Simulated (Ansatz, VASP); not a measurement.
# One calculation of SrO, two programs

```
Sr O
1.0
     0.00000    2.80518    2.49350
     2.80518    0.00000    2.49350
     2.80518    2.80518    0.00000
Sr O
1 1
Direct
  0.00000 0.00000 0.00000
  0.50000 0.50000 0.50000
```

Change from the starting cell: strain +0.080 along x and y, -0.040 along z, atoms carried along.

Alike in both runs: task single point; functional PBE; k mesh 8 × 8 × 8; occupations gaussian, width 0.05 eV; no spin polarisation.

|  | VASP | Ansatz |
| --- | --- | --- |
| version | VASP 6.6.1 | Ansatz 0.2.0 |
| potentials or method | VASP PAW PBE potentials, release 64 (Sr_sv, O) | scalar-relativistic, plane waves, PAW |
| plane-wave cutoff (eV) | 520 | 420 |
| valence electrons in the cell | 16 | 16 |

```tsv
	VASP	Ansatz	Ansatz less VASP
gap on the k mesh at the Fermi level (eV)	2.64	2.66	+0.025
least direct gap on the mesh (eV)	2.64	2.66	+0.025
pressure (GPa)	-5.0	-5.4	-0.37
largest component of the traceless stress (GPa)	6.24	5.83	-0.416
```

With one functional, cell and mesh, what is left measures potentials, basis and numerics.

A k mesh can miss the band edges.
